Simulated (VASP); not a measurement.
# Mo (Im-3m) in VASP: a series of runs

Runs on Mo. Level: PBE. Tasks: single point.

All numbers are computed with VASP 6.6.1; they aren't measurements. Logs are shortened: lines on timing, memory, paths and dates and some standing lists are left out, and cuts for length are marked.

### Step 1. The undisturbed crystal

The structure is cubic, space group Im-3m (No. 229). Conventional cell: a = 3.168 Å, b = 3.168 Å, c = 3.168 Å, α = 90.00°, β = 90.00°, γ = 90.00°. Mo (site symmetry m-3m) is surrounded by 8 Mo at 2.74 Å.

### Step 2. Single point, PBE (grid = ENCUT=650 dk=0.35 cell=3x3x3 ISMEAR=1 SIGMA=0.1 LREAL=Auto EDIFF=1e-06)

INCAR

```
PREC = Accurate ; ENCUT = 650
EDIFF = 1E-6 ; ISMEAR = 1
SIGMA = 0.1 ; LREAL = Auto
LASPH = True ; NELM = 120
ALGO = Fast ; ISIF = 2
LWAVE = False ; LCHARG = False
GGA = PE ; NBANDS = 208
```

KPOINTS

```
regular mesh
0
Gamma
  3 3 3
```

POSCAR

```
Mo
1.0
   -4.7514269157      4.7514269157      4.7514269157
    4.7514269157     -4.7514269157      4.7514269157
    4.7514269157      4.7514269157     -4.7514269157
Mo
26
Direct
    0.0000000000      0.0000000000      0.3333333333
    0.0000000000      0.0000000000      0.6666666667
    0.0000000000      0.3333333333      0.0000000000
    0.0000000000      0.3333333333      0.3333333333
    0.0000000000      0.3333333333      0.6666666667
    0.0000000000      0.6666666667      0.0000000000
    0.0000000000      0.6666666667      0.3333333333
    0.0000000000      0.6666666667      0.6666666667
    0.3333333333      0.0000000000      0.0000000000
    0.3333333333      0.0000000000      0.3333333333
    0.3333333333      0.0000000000      0.6666666667
    0.3333333333      0.3333333333      0.0000000000
    0.3333333333      0.3333333333      0.3333333333
    0.3333333333      0.3333333333      0.6666666667
    0.3333333333      0.6666666667      0.0000000000
    0.3333333333      0.6666666667      0.3333333333
    0.3333333333      0.6666666667      0.6666666667
    0.6666666667      0.0000000000      0.0000000000
    0.6666666667      0.0000000000      0.3333333333
    0.6666666667      0.0000000000      0.6666666667
    0.6666666667      0.3333333333      0.0000000000
    0.6666666667      0.3333333333      0.3333333333
    0.6666666667      0.3333333333      0.6666666667
    0.6666666667      0.6666666667      0.0000000000
    0.6666666667      0.6666666667      0.3333333333
    0.6666666667      0.6666666667      0.6666666667
```

Potentials or basis: VASP PAW PBE potentials, release 64 (Mo_sv).

The run is started by

```console
$ cat potpaw_PBE.64/Mo_sv/POTCAR > POTCAR
$ mpirun -np 1 vasp_std > vasp.out
```

OUTCAR:

```text
PREC = Accurate
   ENCUT = 650
   EDIFF = 1E-6
   ISMEAR = 1
   LREAL = Auto
   LASPH = True
   NELM = 120
   ISIF = 2
   GGA = PE

 Found      4 irreducible k-points:

 Following reciprocal coordinates:
            Coordinates               Weight
  0.000000  0.000000  0.000000      1.000000
  0.333333  0.000000  0.000000     12.000000
  0.333333  0.333333  0.000000      8.000000
 -0.333333  0.333333  0.333333      6.000000
   k-points           NKPTS =      4   k-points in BZ     NKDIM =      4   number of bands    NBANDS=    208
   number of dos      NEDOS =    301   number of ions     NIONS =     26
   total plane-waves  NPLWV = 343000
   dimension x,y,z NGX =    70 NGY =   70 NGZ =   70
   dimension x,y,z NGXF=   140 NGYF=  140 NGZF=  140
   ions per type =              26
   NGX,Y,Z   is equivalent  to a cutoff of  14.14, 14.14, 14.14 a.u.
   NGXF,Y,Z  is equivalent  to a cutoff of  28.28, 28.28, 28.28 a.u.
 SYSTEM =  unknown system
   PREC   = accura    normal or accurate (medium, high low for compatibility)
   ISTART =      0    job   : 0-new  1-cont  2-samecut
   ICHARG =      2    charge: 1-file 2-atom 10-const
   ISPIN  =      1    spin polarized calculation?
   LNONCOLLINEAR =      F non collinear calculations
   LSORBIT =      F    spin-orbit coupling
   LASPH  =      T    aspherical Exc in radial PAW
   ENCUT  =  650.0 eV  47.77 Ry    6.91 a.u.  17.11 17.11 17.11*2*pi/ulx,y,z
   NELM   =    120;   NELMIN=  2; NELMDL= -5     # of ELM steps
   EDIFF  = 0.1E-05   stopping-criterion for ELM
   LREAL  =      T    real-space projection
   EDIFFG = 0.1E-04   stopping-criterion for IOM
   NSW    =      0    number of steps for IOM
   IBRION =     -1    ionic relax: 0-MD 1-quasi-New 2-CG
   NFREE  =      0    steps in history (QN), initial steepest desc. (CG)
   ISIF   =      2    stress and relaxation
   ISYM   =      2    0-nonsym 1-usesym 2-fastsym
   POTIM  = 0.5000    time-step for ionic-motion
   TEBEG  =    0.0;   TEEND  =   0.0 temperature during run
   PSTRESS=    0.0 pullay stress
   NELECT =     364.0000    total number of electrons
   NUPDOWN=      -1.0000    fix difference up-down
   EMIN   =  10.00;   EMAX   =-10.00  energy-range for DOS
   EFERMI =   0.00;   METHOD = LEGACY
   ISMEAR =     1;   SIGMA  =   0.10  broadening in eV -4-tet -1-fermi 0-gaus
   EFERMI_NEDOS =   21; number of points for ismear=-14 and -15
   IALGO  =     68    algorithm
   IMIX   =      4    mixing-type and parameters
     AMIX     =   0.40;   BMIX     =  1.00
     AMIX_MAG =   1.60;   BMIX_MAG =  1.00
  volume/ion in A,a.u.               =      16.50       111.37
  Fermi-wavevector in a.u.,A,eV,Ry     =   1.549760  2.928623 32.677894  2.401757
  Thomas-Fermi vector in A             =   2.654521
   LORBIT       =      0    0 simple, 1 ext, 2 COOP (PROOUT), +10 PAW based schemes
   GGA     = PE    functional components
   LHFCALC =     F    Hartree Fock is set to
   AEXX    =    0.0000 exact exchange contribution
   IVDW    =     0    specifies the selected vdW correction
   LEPSILON=     F    determine dielectric tensor
   LRPA    =     F    only Hartree local field effects (RPA)
 non-spin polarized calculation
 RMM-DIIS sequential band-by-band and
 Methfessel and Paxton  Order N= 1 SIGMA  =   0.10
  energy-cutoff  :      650.00
  volume of cell :      429.07
 maximum number of plane-waves:     16187
 NGX is ok and might be reduce to    70
   NGX = 35   NGY = 35   NGZ = 35

 number of electron     364.0000004 magnetization

 Free energy of the ion-electron system (eV)
  ---------------------------------------------------
  ext. energy  EPLUGINS =         0.00000000
  ---------------------------------------------------
  free energy    TOTEN  =      -281.56166617 eV

  energy without entropy =     -281.59436260  energy(sigma->0) =     -281.57256498

 E-fermi :  11.5085     XC(G=0): -13.0381

 val. band max:       11.4309627438   @ k =   0.3333   0.0000   0.0000
 cond. band min:      11.6008277074   @ k =   0.3333   0.3333   0.0000
 fundamental gap:      0.1698649636
 Fermi energy:        11.5085207411

 k-point     1 :       0.0000    0.0000    0.0000
  band No.  band energies     occupation
      1     -49.6146      2.00000
      2     -49.4923      2.00000
      3     -49.4923      2.00000
      4     -49.4923      2.00000
      5     -49.4402      2.00000
      6     -49.4402      2.00000
[... 186 lines left out ...]
    193      13.1238     -0.00000
    194      13.1265     -0.00000

 k-point     2 :       0.3333    0.0000    0.0000
  band No.  band energies     occupation
      1     -49.5915      2.00000
      2     -49.5314      2.00000
      3     -49.4984      2.00000
      4     -49.4906      2.00000
      5     -49.4470      2.00000
      6     -49.4420      2.00000
[... 186 lines left out ...]
    193      12.7664     -0.00000
    194      12.7816     -0.00000

 k-point     3 :       0.3333    0.3333    0.0000
  band No.  band energies     occupation
      1     -49.5578      2.00000
      2     -49.5578      2.00000
      3     -49.5283      2.00000
      4     -49.4597      2.00000
      5     -49.4597      2.00000
      6     -49.4571      2.00000
[... 186 lines left out ...]
    193      12.3609     -0.00000
    194      12.5742     -0.00000

 k-point     4 :      -0.3333    0.3333    0.3333
  band No.  band energies     occupation
      1     -49.5696      2.00000
      2     -49.5270      2.00000
      3     -49.5064      2.00000
      4     -49.5064      2.00000
      5     -49.4790      2.00000
      6     -49.4367      2.00000
[... 186 lines left out ...]
    193      12.0347     -0.00000
    194      12.0513     -0.00000
 [bands above 194 left out]

------------------------ aborting loop because EDIFF is reached ----------------------------------------

  FORCE on cell =-STRESS in cart. coord.  units (eV):
  Direction    XX          YY          ZZ          XY          YZ          ZX
  --------------------------------------------------------------------------------------
  -------------------------------------------------------------------------------------
  Total      -10.8291109    -10.8291109    -10.8291109     -0.0000000     -0.0000000     -0.0000000
  in kB      -40.4362836    -40.4362836    -40.4362836     -0.0000000     -0.0000000     -0.0000000
  external PRESSURE =     -40.4362836 kB  Pullay stress =       0.0000000 kB

 VOLUME and BASIS-vectors are now :
 -----------------------------------------------------------------------------
  energy-cutoff  :      650.00
  volume of cell :      429.07
      direct lattice vectors                 reciprocal lattice vectors
    -4.751426916  4.751426916  4.751426916     0.000000000  0.105231546  0.105231546
     4.751426916 -4.751426916  4.751426916     0.105231546  0.000000000  0.105231546
     4.751426916  4.751426916 -4.751426916     0.105231546  0.105231546  0.000000000

 POSITION                                       TOTAL-FORCE (eV/Angst)
 -----------------------------------------------------------------------------------
      1.58381      1.58381     -1.58381        -0.044000     -0.044000      0.044000
      3.16762      3.16762     -3.16762         0.044000      0.044000     -0.044000
      1.58381     -1.58381      1.58381        -0.044000      0.044000     -0.044000
      3.16762      0.00000      0.00000        -0.246560      0.000000      0.000000
      4.75143      1.58381     -1.58381        -0.000000      0.143817     -0.143817
      3.16762     -3.16762      3.16762         0.044000     -0.044000      0.044000
[... 18 lines left out ...]
      1.58381      1.58381      4.75143         0.143817      0.143817     -0.000000
      3.16762      3.16762      3.16762         0.044000      0.044000      0.044000
 -----------------------------------------------------------------------------------
    total drift:                               -0.000000     -0.000000      0.000000

  FREE ENERGIE OF THE ION-ELECTRON SYSTEM (eV)
  ---------------------------------------------------
  free  energy   TOTEN  =      -281.5616661733 eV

  energy  without entropy=     -281.5943626022  energy(sigma->0) =     -281.57256498
```

Wall time 24 min (1 thread of Intel Xeon Platinum 8259CL at 2.50GHz (Skylake/Cascade Lake), shared host); peak memory 0.88 GiB.

These settings aren't checked as converged: the numbers below hold their error.

Results:

```
Free energy            : -281.5617 eV
Pressure               : -4.0 GPa
Largest force          : 0.247 eV/Å
Band gap on the k mesh : none (metal or under the smearing width)
```

### Step 3. Single point, PBE (grid = ENCUT=400 dk=0.35 cell=4x4x4 ISMEAR=1 SIGMA=0.1 LREAL=Auto EDIFF=1e-06)

INCAR

```
SYSTEM = Mo
PREC     = Accurate       ! precision mode
ENCUT    = 400            ! plane-wave cutoff, eV
EDIFF    = 1E-6           ! SCF threshold, eV
ISMEAR   = 1              ! smearing method
SIGMA    = 0.1            ! smearing width, eV
LREAL    = Auto         
LASPH    = .True.         ! aspherical terms in the spheres
NELM     = 120            ! most SCF steps
ALGO     = Fast           ! electronic algorithm
ISIF     = 2              ! what is computed and relaxed
LWAVE    = .False.        ! write WAVECAR
LCHARG   = .False.        ! write CHGCAR
GGA      = PE             ! functional
NBANDS   = 511            ! bands
NCORE    = 1            
KPAR     = 2
```

KPOINTS

```
regular mesh
0
Gamma
  3 3 3
  0 0 0
```

POSCAR

```
Mo
1.0
   -6.3352358876      6.3352358876      6.3352358876
    6.3352358876     -6.3352358876      6.3352358876
    6.3352358876      6.3352358876     -6.3352358876
Mo
64
Direct
    0.0000000000      0.0000000000      0.0000000000
    0.0000000000      0.0000000000      0.2500000000
    0.0000000000      0.0000000000      0.5000000000
    0.0000000000      0.0000000000      0.7500000000
    0.0000000000      0.2500000000      0.0000000000
    0.0000000000      0.2500000000      0.2500000000
    0.0000000000      0.2500000000      0.5000000000
    0.0000000000      0.2500000000      0.7500000000
    0.0000000000      0.5000000000      0.0000000000
    0.0000000000      0.5000000000      0.2500000000
    0.0000000000      0.5000000000      0.5000000000
    0.0000000000      0.5000000000      0.7500000000
    0.0000000000      0.7500000000      0.0000000000
    0.0000000000      0.7500000000      0.2500000000
    0.0000000000      0.7500000000      0.5000000000
    0.0000000000      0.7500000000      0.7500000000
    0.2500000000      0.0000000000      0.0000000000
    0.2500000000      0.0000000000      0.2500000000
    0.2500000000      0.0000000000      0.5000000000
    0.2500000000      0.0000000000      0.7500000000
    0.2500000000      0.2500000000      0.0000000000
    0.2500000000      0.2500000000      0.2500000000
    0.2500000000      0.2500000000      0.5000000000
    0.2500000000      0.2500000000      0.7500000000
    0.2500000000      0.5000000000      0.0000000000
    0.2500000000      0.5000000000      0.2500000000
    0.2500000000      0.5000000000      0.5000000000
    0.2500000000      0.5000000000      0.7500000000
    0.2500000000      0.7500000000      0.0000000000
    0.2500000000      0.7500000000      0.2500000000
    0.2500000000      0.7500000000      0.5000000000
    0.2500000000      0.7500000000      0.7500000000
    0.5000000000      0.0000000000      0.0000000000
    0.5000000000      0.0000000000      0.2500000000
    0.5000000000      0.0000000000      0.5000000000
    0.5000000000      0.0000000000      0.7500000000
    0.5000000000      0.2500000000      0.0000000000
    0.5000000000      0.2500000000      0.2500000000
    0.5000000000      0.2500000000      0.5000000000
    0.5000000000      0.2500000000      0.7500000000
    0.5000000000      0.5000000000      0.0000000000
    0.5000000000      0.5000000000      0.2500000000
    0.5000000000      0.5000000000      0.5000000000
    0.5000000000      0.5000000000      0.7500000000
    0.5000000000      0.7500000000      0.0000000000
    0.5000000000      0.7500000000      0.2500000000
    0.5000000000      0.7500000000      0.5000000000
    0.5000000000      0.7500000000      0.7500000000
    0.7500000000      0.0000000000      0.0000000000
    0.7500000000      0.0000000000      0.2500000000
    0.7500000000      0.0000000000      0.5000000000
    0.7500000000      0.0000000000      0.7500000000
    0.7500000000      0.2500000000      0.0000000000
    0.7500000000      0.2500000000      0.2500000000
    0.7500000000      0.2500000000      0.5000000000
    0.7500000000      0.2500000000      0.7500000000
    0.7500000000      0.5000000000      0.0000000000
    0.7500000000      0.5000000000      0.2500000000
    0.7500000000      0.5000000000      0.5000000000
    0.7500000000      0.5000000000      0.7500000000
    0.7500000000      0.7500000000      0.0000000000
    0.7500000000      0.7500000000      0.2500000000
    0.7500000000      0.7500000000      0.5000000000
    0.7500000000      0.7500000000      0.7500000000
```

Potentials or basis: VASP PAW PBE potentials, release 64 (Mo_sv).

The run is started by

```console
$ cat potpaw_PBE.64/Mo_sv/POTCAR > POTCAR
$ mpirun -np 4 vasp_std > vasp.out
```

Run time: 21 min. Hardware: 4 MPI ranks of AMD EPYC 7R43 (Zen 3), shared host; peak memory 0.88 GiB.

The run converged, but some of its settings lie outside the range that counts as converged, so its numbers aren't taken as properties of the crystal.

Results:

| Quantity | Value |
| --- | --- |
| Free energy | -700.7166 eV |
| Pressure | -2.3 GPa |
| Band gap on the k mesh | none (metal or under the smearing width) |
